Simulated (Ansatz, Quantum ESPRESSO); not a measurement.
This is a calculation of Nb for Ansatz 0.2.0. This isn't the form of Nb at room conditions, which is bcc.

The input input.yaml:

```yaml
crystal:
  lattice:
    - [0.0, 2.115, 2.115]
    - [2.115, 0.0, 2.115]
    - [2.115, 2.115, 0.0]
  atoms:
    - { symbol: Nb, position: [0.0, 0.0, 0.0] }
hamiltonian:
  xc: pbesol
  pseudopotentials: { kind: paw }
kpoints:
  mp_grid: { grid: [11, 11, 11] }
scf:
  occupations: { method: fermi_dirac, width: 0.05 }
output:
  forces: true
  stress: true
  eigenvalues: true
  write_density: true
  write_potential: true
  elf: true
  volumetric_format: npy
relax:
  f_tol: 0.01
  max_steps: 40
  cell: { stress_tol: 0.05 }
```

Potentials or basis: Ansatz PAW.

Command:

```bash
$ ansatz run input.yaml --threads 2 --pin off --max-ram 5632MiB --backend cpu --events-out ev --progress --plain --runs-dir out
```

Problem. Set up the same calculation for Quantum ESPRESSO 7.5 (ASE script). Potentials or basis there: GBRV 1.5 PBEsol, cutoff 612 eV.

Solution. As run (cutoffs and basis follow the program's own potentials, and thresholds, step limits or extra output files can differ):

File run.py:

```python
import numpy as np
from ase.calculators.espresso import Espresso, EspressoProfile
import spglib
from ase import Atoms
from ase.io import read

atoms = read('Nb.cif')
cell, pos, num = spglib.standardize_cell((atoms.cell[:], atoms.get_scaled_positions(), atoms.numbers), to_primitive=True, symprec=1e-4)
atoms = Atoms(numbers=num, cell=cell, scaled_positions=pos, pbc=True)

input_data = {
    'control': {'calculation': 'scf', 'prefix': 'pwscf', 'outdir': './tmp', 'tprnfor': True, 'tstress': True, 'disk_io': 'low'},
    'system': {'ecutwfc': 45.0, 'ecutrho': 360.0, 'nbnd': 12, 'occupations': 'smearing', 'smearing': 'fd', 'degauss': 0.00367493},
    'electrons': {'conv_thr': 2e-10, 'electron_maxstep': 120, 'mixing_beta': 0.5},
}
pseudopotentials = {'Nb': 'nb_pbesol_v1.uspp.F.UPF'}
profile = EspressoProfile(command='mpirun -n 2 pw.x -nk 2', pseudo_dir='pseudo')
dft = Espresso(profile=profile, input_data=input_data, pseudopotentials=pseudopotentials, kpts=(11, 11, 11), koffset=(0, 0, 0))
atoms.calc = dft

from ase.optimize import LBFGS
from ase.filters import FrechetCellFilter
done = LBFGS(FrechetCellFilter(atoms), trajectory='opt.traj').run(fmax=0.02, steps=30)
print('converged', done)
print('cell (A)', np.round(atoms.cell.cellpar(), 5))
print(f'energy {atoms.get_potential_energy():.8f} eV')
print('forces (eV/A)')
print(np.round(atoms.get_forces(), 6))
print('stress (eV/A^3, Voigt)')
print(np.round(atoms.get_stress(), 8))
print(f'Fermi level {dft.get_fermi_level():.4f} eV')
```

File Nb.cif:

```cif
data_Nb
_cell_length_a 4.23000000
_cell_length_b 4.23000000
_cell_length_c 4.23000000
_cell_angle_alpha 90.00000000
_cell_angle_beta 90.00000000
_cell_angle_gamma 90.00000000
_space_group_name_H-M_alt 'Fm-3m'
_space_group_name_Hall '-F 4 2 3'
_space_group_IT_number 225
loop_
_space_group_symop_operation_xyz
'x,y,z'
'-x,-y,-z'
'-y,x,z'
'y,-x,-z'
'-x,-y,z'
'x,y,-z'
'y,-x,z'
'-y,x,-z'
'x,-y,-z'
'-x,y,z'
'-y,-x,-z'
'y,x,z'
'-x,y,-z'
'x,-y,z'
'y,x,-z'
'-y,-x,z'
'z,x,y'
'-z,-x,-y'
'z,-y,x'
'-z,y,-x'
'z,-x,-y'
'-z,x,y'
'z,y,-x'
'-z,-y,x'
'-z,x,-y'
'z,-x,y'
'-z,-y,-x'
'z,y,x'
'-z,-x,y'
'z,x,-y'
'-z,y,x'
'z,-y,-x'
'y,z,x'
'-y,-z,-x'
'x,z,-y'
'-x,-z,y'
'-y,z,-x'
'y,-z,x'
'-x,z,y'
'x,-z,-y'
'-y,-z,x'
'y,z,-x'
'-x,-z,-y'
'x,z,y'
'y,-z,-x'
'-y,z,x'
'x,-z,y'
'-x,z,-y'
'x,y+1/2,z+1/2'
'-x,-y+1/2,-z+1/2'
'-y,x+1/2,z+1/2'
'y,-x+1/2,-z+1/2'
'-x,-y+1/2,z+1/2'
'x,y+1/2,-z+1/2'
'y,-x+1/2,z+1/2'
'-y,x+1/2,-z+1/2'
'x,-y+1/2,-z+1/2'
'-x,y+1/2,z+1/2'
'-y,-x+1/2,-z+1/2'
'y,x+1/2,z+1/2'
[... 40 lines left out ...]
'-x+1/2,-y,z+1/2'
'x+1/2,y,-z+1/2'
'y+1/2,-x,z+1/2'
'-y+1/2,x,-z+1/2'
'x+1/2,-y,-z+1/2'
'-x+1/2,y,z+1/2'
'-y+1/2,-x,-z+1/2'
'y+1/2,x,z+1/2'
'-x+1/2,y,-z+1/2'
'x+1/2,-y,z+1/2'
'y+1/2,x,-z+1/2'
'-y+1/2,-x,z+1/2'
'z+1/2,x,y+1/2'
'-z+1/2,-x,-y+1/2'
'z+1/2,-y,x+1/2'
'-z+1/2,y,-x+1/2'
'z+1/2,-x,-y+1/2'
'-z+1/2,x,y+1/2'
'z+1/2,y,-x+1/2'
'-z+1/2,-y,x+1/2'
'-z+1/2,x,-y+1/2'
'z+1/2,-x,y+1/2'
'-z+1/2,-y,-x+1/2'
'z+1/2,y,x+1/2'
'-z+1/2,-x,y+1/2'
'z+1/2,x,-y+1/2'
'-z+1/2,y,x+1/2'
'z+1/2,-y,-x+1/2'
'y+1/2,z,x+1/2'
'-y+1/2,-z,-x+1/2'
'x+1/2,z,-y+1/2'
'-x+1/2,-z,y+1/2'
'-y+1/2,z,-x+1/2'
'y+1/2,-z,x+1/2'
'-x+1/2,z,y+1/2'
'x+1/2,-z,-y+1/2'
'-y+1/2,-z,x+1/2'
'y+1/2,z,-x+1/2'
'-x+1/2,-z,-y+1/2'
'x+1/2,z,y+1/2'
'y+1/2,-z,-x+1/2'
'-y+1/2,z,x+1/2'
'x+1/2,-z,y+1/2'
'-x+1/2,z,-y+1/2'
'x+1/2,y+1/2,z'
'-x+1/2,-y+1/2,-z'
'-y+1/2,x+1/2,z'
'y+1/2,-x+1/2,-z'
'-x+1/2,-y+1/2,z'
'x+1/2,y+1/2,-z'
'y+1/2,-x+1/2,z'
'-y+1/2,x+1/2,-z'
'x+1/2,-y+1/2,-z'
'-x+1/2,y+1/2,z'
'-y+1/2,-x+1/2,-z'
'y+1/2,x+1/2,z'
'-x+1/2,y+1/2,-z'
'x+1/2,-y+1/2,z'
'y+1/2,x+1/2,-z'
'-y+1/2,-x+1/2,z'
'z+1/2,x+1/2,y'
'-z+1/2,-x+1/2,-y'
'z+1/2,-y+1/2,x'
'-z+1/2,y+1/2,-x'
'z+1/2,-x+1/2,-y'
'-z+1/2,x+1/2,y'
'z+1/2,y+1/2,-x'
'-z+1/2,-y+1/2,x'
'-z+1/2,x+1/2,-y'
'z+1/2,-x+1/2,y'
'-z+1/2,-y+1/2,-x'
'z+1/2,y+1/2,x'
'-z+1/2,-x+1/2,y'
'z+1/2,x+1/2,-y'
'-z+1/2,y+1/2,x'
'z+1/2,-y+1/2,-x'
'y+1/2,z+1/2,x'
'-y+1/2,-z+1/2,-x'
'x+1/2,z+1/2,-y'
'-x+1/2,-z+1/2,y'
'-y+1/2,z+1/2,-x'
'y+1/2,-z+1/2,x'
'-x+1/2,z+1/2,y'
'x+1/2,-z+1/2,-y'
'-y+1/2,-z+1/2,x'
'y+1/2,z+1/2,-x'
'-x+1/2,-z+1/2,-y'
'x+1/2,z+1/2,y'
'y+1/2,-z+1/2,-x'
'-y+1/2,z+1/2,x'
'x+1/2,-z+1/2,y'
'-x+1/2,z+1/2,-y'
loop_
_atom_site_label
_atom_site_type_symbol
_atom_site_symmetry_multiplicity
_atom_site_Wyckoff_symbol
_atom_site_fract_x
_atom_site_fract_y
_atom_site_fract_z
_atom_site_occupancy
Nb1 Nb 4 a 0.0000000000 0.0000000000 0.0000000000 1
```

Potentials or basis: GBRV 1.5 PBEsol.

Launch:

```console
$ OMP_NUM_THREADS=1 python run.py
```

Both were run:

|  | Ansatz | Quantum ESPRESSO |
| --- | --- | --- |
| Relaxed volume | 18.08 Å³/atom | 18.02 Å³/atom |
| Relaxed cell | a = 2.946 Å, b = 2.946 Å, c = 2.946 Å, α = 60.00°, β = 60.00°, γ = 60.00° | a = 2.943 Å, b = 2.943 Å, c = 2.943 Å, α = 60.00°, β = 60.00°, γ = 60.00° |
| Space group after relaxing | Fm-3m (No. 225) | Fm-3m (No. 225) |
| Pressure after relaxing | 0.0 GPa | 0.1 GPa |

Ansatz's pressure holds a Pulay term of +0.02 GPa for its cutoff of 420 eV, which the other run lacks.

Ansatz's potentials were made for PBE.

Where Ansatz's input types no cutoff or centring, it takes its own default and a Γ-centred mesh.

Pressure is positive in compression.
